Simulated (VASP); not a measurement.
# CdSe (Cadmoselite) (P6_3mc) in VASP: further runs, part 2 of 3

VASP 6.6.1. The steps go on from the part before.

## 3. Single point, PBE, spin-orbit coupling, no magnetisation

The input, INCAR:

```
  PREC = Accurate
  ENCUT = 500
  EDIFF = 1E-7
  ISMEAR = 0
  SIGMA = 0.02
  LREAL = F
  LASPH = T
  NELM = 100
  ALGO = Normal
  ISIF = 2
  LWAVE = F
  LCHARG = F
  MAGMOM = 0 0 0 0 0 0 0 0 0 0 0 0
  LORBIT = 11
  LSORBIT = T
  GGA_COMPAT = F
  GGA = PE
  NBANDS = 52
```

The input, KPOINTS:

```
regular mesh
0
Gamma
  5 5 3
```

The input, POSCAR:

```
CdSe
1.0
    4.3000000000      0.0000000000      0.0000000000
   -2.1500000000      3.7239092363      0.0000000000
    0.0000000000      0.0000000000      7.0200000000
Cd Se
2 2
Direct
    0.6666666667      0.3333333333      0.5000000000
    0.3333333333      0.6666666667      0.0000000000
    0.6666666667      0.3333333333      0.8850000000
    0.3333333333      0.6666666667      0.3850000000
```

Potentials or basis: VASP PAW PBE potentials, release 64 (Cd, Se).

Run with:

```bash
> cat potpaw_PBE.64/Cd/POTCAR potpaw_PBE.64/Se/POTCAR > POTCAR
> mpirun -np 1 vasp_ncl > vasp.out
```

OUTCAR:

```text
PREC = Accurate
   ENCUT = 500
   EDIFF = 1E-7
   ISMEAR = 0
   LREAL = F
   LASPH = T
   NELM = 100
   ISIF = 2
   LORBIT = 11
   LSORBIT = T
   GGA = PE

 Found     15 irreducible k-points:

 Following reciprocal coordinates:
            Coordinates               Weight
  0.000000  0.000000  0.000000      1.000000
  0.200000  0.000000  0.000000      6.000000
  0.400000  0.000000  0.000000      6.000000
  0.200000  0.200000  0.000000      6.000000
  0.400000  0.200000  0.000000      6.000000
  0.000000  0.000000  0.333333      1.000000
   k-points           NKPTS =     15   k-points in BZ     NKDIM =     15   number of bands    NBANDS=     52
   number of dos      NEDOS =    301   number of ions     NIONS =      4
   total plane-waves  NPLWV =  55296
   dimension x,y,z NGX =    32 NGY =   32 NGZ =   54
   dimension x,y,z NGXF=    64 NGYF=   64 NGZF=  108
   ions per type =               2   2
   NGX,Y,Z   is equivalent  to a cutoff of  12.37, 12.37, 12.79 a.u.
   NGXF,Y,Z  is equivalent  to a cutoff of  24.74, 24.74, 25.58 a.u.
 SYSTEM =  unknown system
   PREC   = accura    normal or accurate (medium, high low for compatibility)
   ISTART =      0    job   : 0-new  1-cont  2-samecut
   ICHARG =      2    charge: 1-file 2-atom 10-const
   ISPIN  =      1    spin polarized calculation?
   LNONCOLLINEAR =      T non collinear calculations
   LSORBIT =      T    spin-orbit coupling
   LASPH  =      T    aspherical Exc in radial PAW
   ENCUT  =  500.0 eV  36.75 Ry    6.06 a.u.   7.84  7.84 12.80*2*pi/ulx,y,z
   NELM   =    100;   NELMIN=  2; NELMDL= -5     # of ELM steps
   EDIFF  = 0.1E-06   stopping-criterion for ELM
   LREAL  =      F    real-space projection
   EDIFFG = 0.1E-05   stopping-criterion for IOM
   NSW    =      0    number of steps for IOM
   IBRION =     -1    ionic relax: 0-MD 1-quasi-New 2-CG
   NFREE  =      0    steps in history (QN), initial steepest desc. (CG)
   ISIF   =      2    stress and relaxation
   ISYM   =      2    0-nonsym 1-usesym 2-fastsym
   POTIM  = 0.5000    time-step for ionic-motion
   TEBEG  =    0.0;   TEEND  =   0.0 temperature during run
   PSTRESS=    0.0 pullay stress
   NELECT =      36.0000    total number of electrons
   NUPDOWN=      -1.0000    fix difference up-down
   EMIN   =  10.00;   EMAX   =-10.00  energy-range for DOS
   EFERMI =   0.00;   METHOD = LEGACY
   ISMEAR =     0;   SIGMA  =   0.02  broadening in eV -4-tet -1-fermi 0-gaus
   EFERMI_NEDOS =   21; number of points for ismear=-14 and -15
   IALGO  =     38    algorithm
   IMIX   =      4    mixing-type and parameters
     AMIX     =   0.40;   BMIX     =  1.00
     AMIX_MAG =   1.60;   BMIX_MAG =  1.00
  volume/ion in A,a.u.               =      28.10       189.64
  Fermi-wavevector in a.u.,A,eV,Ry     =   1.120059  2.116604 17.068937  1.254531
  Thomas-Fermi vector in A             =   2.256702
   LORBIT       =     11    0 simple, 1 ext, 2 COOP (PROOUT), +10 PAW based schemes
   GGA     = PE    functional components
   LHFCALC =     F    Hartree Fock is set to
   AEXX    =    0.0000 exact exchange contribution
   IVDW    =     0    specifies the selected vdW correction
   LEPSILON=     F    determine dielectric tensor
   LRPA    =     F    only Hartree local field effects (RPA)
 Gauss-broadening in eV      SIGMA  =   0.02
  energy-cutoff  :      500.00
  volume of cell :      112.41
 maximum number of plane-waves:      5738
   NGX = 15   NGY = 15   NGZ = 25

 number of electron      36.0000000 magnetization       0.0000000      0.0000000      0.0000000

 number of electron      35.9999998 magnetization      -0.0000000     -0.0000000     -0.0000000

[... 18 lines left out ...]
 Fermi energy:         1.1740964369

 k-point     1 :       0.0000    0.0000    0.0000
  band No.  band energies     occupation
      1     -11.6514      1.00000
      2     -11.6514      1.00000
      3     -11.2862      1.00000
      4     -11.2862      1.00000
      5      -7.3046      1.00000
      6      -7.3046      1.00000
[... 295 lines left out ...]
     47       7.3706      0.00000
     48       7.3706      0.00000

 [... further k-points ...]

 [bands above 48 left out]

------------------------ aborting loop because EDIFF is reached ----------------------------------------

  FORCE on cell =-STRESS in cart. coord.  units (eV):
  Direction    XX          YY          ZZ          XY          YZ          ZX
  --------------------------------------------------------------------------------------
  -------------------------------------------------------------------------------------
  Total        2.8530936      2.8530936      1.3398808      0.0000000     -0.0000000      0.0000000
  in kB       40.6651100     40.6651100     19.0973049      0.0000000     -0.0000000      0.0000000
  external PRESSURE =      33.4758417 kB  Pullay stress =       0.0000000 kB

 VOLUME and BASIS-vectors are now :
 -----------------------------------------------------------------------------
  energy-cutoff  :      500.00
  volume of cell :      112.41
      direct lattice vectors                 reciprocal lattice vectors
     4.300000000  0.000000000  0.000000000     0.232558140  0.134267504  0.000000000
    -2.150000000  3.723909236  0.000000000     0.000000000  0.268535009  0.000000000
     0.000000000  0.000000000  7.020000000     0.000000000  0.000000000  0.142450142

 POSITION                                       TOTAL-FORCE (eV/Angst)
 -----------------------------------------------------------------------------------
      2.15000      1.24130      3.51000        -0.000000      0.000000      0.294632
     -0.00000      2.48261      0.00000         0.000000     -0.000000      0.294632
      2.15000      1.24130      6.21270         0.000000      0.000000     -0.294632
     -0.00000      2.48261      2.70270        -0.000000     -0.000000     -0.294632
 -----------------------------------------------------------------------------------
    total drift:                               -0.000000      0.000000      0.000039

  FREE ENERGIE OF THE ION-ELECTRON SYSTEM (eV)
  ---------------------------------------------------
  free  energy   TOTEN  =       -10.9861805529 eV

  energy  without entropy=      -10.9861805529  energy(sigma->0) =      -10.98618055

 Spin-Orbit-Coupling matrix elements

 Ion:    1  E_soc:     -0.0582391
 l=   1
     0.0000000    -0.0026796    -0.0028606
    -0.0026796     0.0000000    -0.0026796
    -0.0028606    -0.0026796     0.0000000
 l=   2
     0.0000000    -0.0013888     0.0000000    -0.0013888    -0.0056090
    -0.0013888     0.0000000    -0.0041812    -0.0013732    -0.0013888
     0.0000000    -0.0041812     0.0000000    -0.0041812     0.0000000
    -0.0013888    -0.0013732    -0.0041812     0.0000000    -0.0013888
    -0.0056090    -0.0013888     0.0000000    -0.0013888     0.0000000
 l=   3
     0.0000000     0.0000000     0.0000000     0.0000000     0.0000000     0.0000000     0.0000000
     0.0000000     0.0000000     0.0000000     0.0000000     0.0000000     0.0000000     0.0000000
     0.0000000     0.0000000     0.0000000     0.0000000     0.0000000     0.0000000     0.0000000
     0.0000000     0.0000000     0.0000000     0.0000000     0.0000000     0.0000000     0.0000000
[... 49 lines left out ...]
 l=   2
     0.0000000    -0.0000010     0.0000000    -0.0000010    -0.0000080
    -0.0000010     0.0000000    -0.0000052    -0.0000001    -0.0000010
     0.0000000    -0.0000052     0.0000000    -0.0000052     0.0000000
    -0.0000010    -0.0000001    -0.0000052     0.0000000    -0.0000010
    -0.0000080    -0.0000010     0.0000000    -0.0000010     0.0000000
 l=   3
     0.0000000     0.0000000     0.0000000     0.0000000     0.0000000     0.0000000     0.0000000
     0.0000000     0.0000000     0.0000000     0.0000000     0.0000000     0.0000000     0.0000000
     0.0000000     0.0000000     0.0000000     0.0000000     0.0000000     0.0000000     0.0000000
     0.0000000     0.0000000     0.0000000     0.0000000     0.0000000     0.0000000     0.0000000
     0.0000000     0.0000000     0.0000000     0.0000000     0.0000000     0.0000000     0.0000000
     0.0000000     0.0000000     0.0000000     0.0000000     0.0000000     0.0000000     0.0000000
     0.0000000     0.0000000     0.0000000     0.0000000     0.0000000     0.0000000     0.0000000

 total charge

# of ion       s       p       d       tot
------------------------------------------
    1        0.444   0.317   9.556  10.316
    2        0.444   0.317   9.556  10.316
    3        1.442   2.402   0.022   3.867
    4        1.442   2.402   0.022   3.867
--------------------------------------------------
tot          3.772   5.438  19.156  28.366

 magnetization (x)

# of ion       s       p       d       tot
------------------------------------------
    1       -0.000  -0.000   0.000  -0.000
    2        0.000   0.000   0.000   0.000
    3        0.000   0.000   0.000   0.000
    4       -0.000   0.000  -0.000   0.000
--------------------------------------------------
tot         -0.000  -0.000   0.000  -0.000

 magnetization (y)

# of ion       s       p       d       tot
------------------------------------------
    1        0.000   0.000  -0.000   0.000
    2        0.000   0.000   0.000   0.000
    3        0.000   0.000   0.000   0.000
    4        0.000  -0.000   0.000  -0.000
--------------------------------------------------
tot          0.000   0.000   0.000   0.000

 magnetization (z)

# of ion       s       p       d       tot
------------------------------------------
    1        0.000   0.000   0.000   0.000
    2        0.000  -0.000  -0.000  -0.000
    3        0.000   0.000   0.000   0.000
    4        0.000   0.000   0.000   0.000
--------------------------------------------------
tot          0.000   0.000   0.000   0.000
```

Wall time 95 s (1 thread of Intel Xeon 6975P-C (Granite Rapids), shared host); peak memory 0.49 GiB.

The run converged, but some of its settings lie outside the range that counts as converged, so its numbers aren't taken as properties of the crystal.

What came out:

| Quantity | Value |
| --- | --- |
| Free energy | -10.9862 eV |
| Pressure | 3.3 GPa |
| Largest force | 0.295 eV/Å |
| Valence electrons inside the program's atomic spheres | Cd 10.32; Se 3.87 |

## 4. Single point, PBE, spin-orbit coupling, no magnetisation

INCAR, as its differences from that of step 3:

```diff
@@ -1,4 +1,4 @@
   PREC = Accurate
-  ENCUT = 500
-  EDIFF = 1E-7
+  ENCUT = 350
+  EDIFF = 0.001
   ISMEAR = 0
```

The input, KPOINTS:

```
regular mesh
0
Gamma
  6 6 4
```

POSCAR is that of step 3.

Run with:

```bash
> cat potpaw_PBE.64/Cd/POTCAR potpaw_PBE.64/Se/POTCAR > POTCAR
> mpirun -np 1 vasp_ncl > vasp.out
```

It took 83 s on 1 thread of Intel Xeon 6975P-C (Granite Rapids), shared host; peak memory 0.39 GiB.

The run converged, but some of its settings lie outside the range that counts as converged, so its numbers aren't taken as properties of the crystal.

Results:

```
Free energy                                           : -10.9893 eV
Pressure                                              : 2.2 GPa
Largest force                                         : 0.292 eV/Å
Valence electrons inside the program's atomic spheres : Cd 10.30; Se 3.87
```

## 5. Single point, PBE, spin-orbit coupling, no magnetisation

INCAR, as its differences from that of step 4:

```diff
@@ -2,3 +2,3 @@
   ENCUT = 350
-  EDIFF = 0.001
+  EDIFF = 1E-5
   ISMEAR = 0
```

KPOINTS is that of step 4.

POSCAR is that of step 4.

Potentials or basis: VASP PAW PBE potentials, release 64 (Cd, Se).

Run with:

```bash
> cat potpaw_PBE.64/Cd/POTCAR potpaw_PBE.64/Se/POTCAR > POTCAR
> mpirun -np 1 vasp_ncl > vasp.out
```

OUTCAR:

```text
PREC = Accurate
   ENCUT = 350
   EDIFF = 1E-5
   ISMEAR = 0
   LREAL = F
   LASPH = T
   NELM = 100
   ISIF = 2
   LORBIT = 11
   LSORBIT = T
   GGA = PE

 Found     28 irreducible k-points:

 Following reciprocal coordinates:
            Coordinates               Weight
  0.000000  0.000000  0.000000      1.000000
  0.166667 -0.000000  0.000000      6.000000
  0.333333 -0.000000  0.000000      6.000000
  0.500000 -0.000000  0.000000      3.000000
  0.166667  0.166667  0.000000      6.000000
  0.333333  0.166667  0.000000     12.000000
   k-points           NKPTS =     28   k-points in BZ     NKDIM =     28   number of bands    NBANDS=     52
   number of dos      NEDOS =    301   number of ions     NIONS =      4
   total plane-waves  NPLWV =  37632
   dimension x,y,z NGX =    28 NGY =   28 NGZ =   48
   dimension x,y,z NGXF=    56 NGYF=   56 NGZF=   96
   ions per type =               2   2
   NGX,Y,Z   is equivalent  to a cutoff of  10.83, 10.83, 11.37 a.u.
   NGXF,Y,Z  is equivalent  to a cutoff of  21.65, 21.65, 22.73 a.u.
 SYSTEM =  unknown system
   PREC   = accura    normal or accurate (medium, high low for compatibility)
   ISTART =      0    job   : 0-new  1-cont  2-samecut
   ICHARG =      2    charge: 1-file 2-atom 10-const
   ISPIN  =      1    spin polarized calculation?
   LNONCOLLINEAR =      T non collinear calculations
   LSORBIT =      T    spin-orbit coupling
   LASPH  =      T    aspherical Exc in radial PAW
   ENCUT  =  350.0 eV  25.72 Ry    5.07 a.u.   6.56  6.56 10.71*2*pi/ulx,y,z
   NELM   =    100;   NELMIN=  2; NELMDL= -5     # of ELM steps
   EDIFF  = 0.1E-04   stopping-criterion for ELM
   LREAL  =      F    real-space projection
   EDIFFG = 0.1E-03   stopping-criterion for IOM
   NSW    =      0    number of steps for IOM
   IBRION =     -1    ionic relax: 0-MD 1-quasi-New 2-CG
   NFREE  =      0    steps in history (QN), initial steepest desc. (CG)
   ISIF   =      2    stress and relaxation
   ISYM   =      2    0-nonsym 1-usesym 2-fastsym
   POTIM  = 0.5000    time-step for ionic-motion
[... 383 lines left out ...]
     -0.00000      2.48261      0.00000        -0.000000      0.000000      0.291716
      2.15000      1.24130      6.21270         0.000000     -0.000000     -0.291716
     -0.00000      2.48261      2.70270        -0.000000      0.000000     -0.291716
 -----------------------------------------------------------------------------------
    total drift:                               -0.000000      0.000000     -0.000109

  FREE ENERGIE OF THE ION-ELECTRON SYSTEM (eV)
  ---------------------------------------------------
  free  energy   TOTEN  =       -10.9896934162 eV

  energy  without entropy=      -10.9896934162  energy(sigma->0) =      -10.98969342

 Spin-Orbit-Coupling matrix elements

 Ion:    1  E_soc:     -0.0580139
 l=   1
     0.0000000    -0.0026801    -0.0028601
    -0.0026801     0.0000000    -0.0026801
    -0.0028601    -0.0026801     0.0000000
 l=   2
     0.0000000    -0.0013818     0.0000000    -0.0013818    -0.0055761
    -0.0013818     0.0000000    -0.0041583    -0.0013668    -0.0013818
     0.0000000    -0.0041583     0.0000000    -0.0041583     0.0000000
    -0.0013818    -0.0013668    -0.0041583     0.0000000    -0.0013818
    -0.0055761    -0.0013818     0.0000000    -0.0013818     0.0000000
 l=   3
     0.0000000     0.0000000     0.0000000     0.0000000     0.0000000     0.0000000     0.0000000
     0.0000000     0.0000000     0.0000000     0.0000000     0.0000000     0.0000000     0.0000000
     0.0000000     0.0000000     0.0000000     0.0000000     0.0000000     0.0000000     0.0000000
     0.0000000     0.0000000     0.0000000     0.0000000     0.0000000     0.0000000     0.0000000
[... 49 lines left out ...]
 l=   2
     0.0000000    -0.0000010     0.0000000    -0.0000010    -0.0000079
    -0.0000010     0.0000000    -0.0000051    -0.0000001    -0.0000010
     0.0000000    -0.0000051     0.0000000    -0.0000051     0.0000000
    -0.0000010    -0.0000001    -0.0000051     0.0000000    -0.0000010
    -0.0000079    -0.0000010     0.0000000    -0.0000010     0.0000000
 l=   3
     0.0000000     0.0000000     0.0000000     0.0000000     0.0000000     0.0000000     0.0000000
     0.0000000     0.0000000     0.0000000     0.0000000     0.0000000     0.0000000     0.0000000
     0.0000000     0.0000000     0.0000000     0.0000000     0.0000000     0.0000000     0.0000000
     0.0000000     0.0000000     0.0000000     0.0000000     0.0000000     0.0000000     0.0000000
     0.0000000     0.0000000     0.0000000     0.0000000     0.0000000     0.0000000     0.0000000
     0.0000000     0.0000000     0.0000000     0.0000000     0.0000000     0.0000000     0.0000000
     0.0000000     0.0000000     0.0000000     0.0000000     0.0000000     0.0000000     0.0000000

 total charge

# of ion       s       p       d       tot
------------------------------------------
    1        0.445   0.317   9.539  10.301
    2        0.445   0.317   9.539  10.301
    3        1.443   2.400   0.023   3.866
    4        1.443   2.400   0.023   3.866
--------------------------------------------------
tot          3.777   5.433  19.124  28.334

 magnetization (x)

# of ion       s       p       d       tot
------------------------------------------
    1       -0.000   0.000   0.000  -0.000
    2        0.000  -0.000  -0.000   0.000
    3        0.000   0.000   0.000   0.000
    4        0.000   0.000  -0.000  -0.000
--------------------------------------------------
tot         -0.000  -0.000  -0.000  -0.000

 magnetization (y)

# of ion       s       p       d       tot
------------------------------------------
    1        0.000   0.000   0.000   0.000
    2        0.000   0.000   0.000   0.000
    3        0.000   0.000  -0.000  -0.000
    4        0.000   0.000   0.000   0.000
--------------------------------------------------
tot          0.000   0.000  -0.000   0.000

 magnetization (z)

# of ion       s       p       d       tot
------------------------------------------
    1        0.000  -0.000   0.000   0.000
    2        0.000   0.000  -0.000   0.000
    3       -0.000  -0.000   0.000  -0.000
    4       -0.000  -0.000   0.000  -0.000
--------------------------------------------------
tot          0.000  -0.000   0.000  -0.000
```

OSZICAR:

```text
N       E                     dE             d eps       ncg     rms          rms(c)
DAV:   1     0.198780848261E+03    0.19878E+03   -0.13697E+04  2960   0.917E+02
DAV:   2    -0.606806206435E+00   -0.19939E+03   -0.19302E+03  3348   0.272E+02
DAV:   3    -0.116492731550E+02   -0.11042E+02   -0.10973E+02  3372   0.637E+01
DAV:   4    -0.117474178547E+02   -0.98145E-01   -0.98039E-01  3216   0.562E+00
DAV:   5    -0.117480751238E+02   -0.65727E-03   -0.65722E-03  3228   0.437E-01    0.932E+00
DAV:   6    -0.110258484940E+02    0.72223E+00   -0.11164E+00  3344   0.108E+01    0.726E+00
DAV:   7    -0.109930968059E+02    0.32752E-01   -0.57929E-01  3068   0.390E+00    0.261E+00
DAV:   8    -0.109891550537E+02    0.39418E-02   -0.59908E-02  3064   0.240E+00    0.760E-01
DAV:   9    -0.109892521155E+02   -0.97062E-04   -0.42721E-03  3152   0.516E-01    0.248E-01
DAV:  10    -0.109895124027E+02   -0.26029E-03   -0.15231E-03  3056   0.381E-01    0.637E-02
DAV:  11    -0.109896911834E+02   -0.17878E-03   -0.53738E-04  3040   0.260E-01    0.669E-02
DAV:  12    -0.109896934162E+02   -0.22329E-05   -0.73985E-05  3100   0.671E-02
   1 F= -.10989693E+02 E0= -.10989693E+02  d E =-.728374E-17  mag=    -0.0000     0.0000     0.0000
```

stdout:

```text
POSCAR found type information on POSCAR CdSe
 POSCAR found :  2 types and       4 ions
 scaLAPACK will be used
 LDA part: xc-table for (Slater+PW92), standard interpolation
 POSCAR, INCAR and KPOINTS ok, starting setup
 FFT: planning ... GRIDC
 FFT: planning ... GRID_SOFT
 FFT: planning ... GRID
 WAVECAR not read
 entering main loop
```

Wall time 2.4 min (1 thread of Intel Xeon 6975P-C (Granite Rapids), shared host); peak memory 0.4 GiB.

These settings aren't checked as converged: the numbers below hold their error.

Results:

```yaml
Free_energy: -10.9897 eV
Pressure: 2.9 GPa
Largest_force: 0.292 eV/Å
Valence_electrons_inside_the_program's_atomic_spheres: Cd 10.30; Se 3.87
```

(Part 2 of 3 ends here.)
